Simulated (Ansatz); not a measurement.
Runs of Ansatz 0.2.0 on CdF2. It takes space group Fm-3m (No. 225, cubic). The conventional cell has a = 5.388 Å, b = 5.388 Å, c = 5.388 Å, α = 90.00°, β = 90.00°, γ = 90.00°. Cd (site symmetry m-3m) has 8 F at 2.33 Å as nearest neighbours. F (site symmetry -43m) has 4 Cd at 2.33 Å as nearest neighbours. 

```csv
task,level,cutoff (eV),points for each segment of the path,gap on the mesh (eV),pressure (GPa),V0 of scaled cells (Å³/atom),B0 (GPa)
equation of state,LDA,420,-,-,-,12.38,125
band structure,PBEsol,420,14,2.96,(a),-,-
equation of state,PBEsol,420,-,-,-,13.01,108
band structure,r2SCAN,500,14,(c),0.0,-,-
band structure,LDA,420,14,2.84,(b),-,-
```

Alike in all rows: potentials or basis Ansatz PAW; no spin polarisation; cell as given; k mesh 9 × 9 × 9; smearing fermi-dirac 0.05 eV.

**Question.** Estimate the missing entries.

**Answer.** (a) -0.2; (b) -5.7; (c) 3.82.

Caveats: the PAW data sets come from PBE, with cores solved anew for the run's functional, which leaves a small shift of forces and pressure (some runs).

A k mesh can miss the band edges, and the runs leave out spin-orbit coupling on Cd.

Runs at the PBE level aren't shown here.
